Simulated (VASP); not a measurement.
Wanted: the native input for a VASP 6.6.1 run.

```yaml
Task: relaxation of cell and atoms
Functional: r2SCAN
Potentials_or_basis: VASP PAW PBE potentials, release 64 (Si, Mg)
Cutoff: 600 eV
k_mesh: 8 × 8 × 6
Occupations: fermi-dirac, width 0.05 eV
Spin: no spin polarisation
Ladder: gaps
Further_INCAR_settings: ALGO = Normal; EDIFF = 1e-06; IBRION = 2; EDIFFG = -0.01; NSW = 60; ISIF = 3
```

The structure of MgSi lies in POSCAR:

```
MgSi
1.0
    2.9083940000      0.0000000000      0.0000000000
    0.0000000000      2.9083940000      0.0000000000
    0.0000000000      0.0000000000      4.1034270000
Si Mg
1 1
Direct
    0.5000000000      0.5000000000      0.5000000000
    0.0000000000      0.0000000000      0.0000000000
```

The cell comes from a database or a generator and needn't be the stable form of this composition.

One way to write it, as run:

INCAR

```
PREC     = Accurate       # precision mode
ENCUT    = 600            # plane-wave cutoff, eV
EDIFF    = 1E-6           # SCF threshold, eV
ISMEAR   = -1             # smearing method
SIGMA    = 0.05           # smearing width, eV
LREAL    = F              # projectors in reciprocal space
LASPH    = T              # aspherical terms in the spheres
NELM     = 80             # most SCF steps
ALGO     = Normal         # electronic algorithm
ISIF     = 3              # what is computed and relaxed
LWAVE    = F              # write WAVECAR
LCHARG   = F              # write CHGCAR
METAGGA  = R2SCAN         # meta-GGA
LMIXTAU  = T            
IBRION   = 2              # ionic algorithm
NSW      = 60             # ionic steps
EDIFFG   = -0.01          # ionic threshold
```

KPOINTS

```
regular mesh
0
Gamma
  8 8 6
```

Potentials or basis: VASP PAW PBE potentials, release 64 (Si, Mg).

The run is started by

```sh
$ cat potpaw_PBE.64/Si/POTCAR potpaw_PBE.64/Mg/POTCAR > POTCAR
$ mpirun -np 1 vasp_std > vasp.out
```

It gave:

```
Relaxed volume                         : 16.93 Å³/atom
Relaxed cell                           : a = 2.905 Å, b = 2.905 Å, c = 4.014 Å, α = 90.00°, β = 90.00°, γ = 90.00°
Space group after relaxing (to 0.05 Å) : P4/mmm (No. 123)
Energy gained by relaxing              : 4.9 meV/atom
Ionic steps                            : 9
Pressure after relaxing                : 0.0 GPa
Band gap on the k mesh                 : none (metal or under the smearing width)
```

Caveat: the PAW data sets were made with another functional, which shifts forces and pressure a little.

Run time: 2.5 min on 1 thread of AMD EPYC 9R45 (Zen 5), with other jobs on the host, peak memory 0.15 GiB.
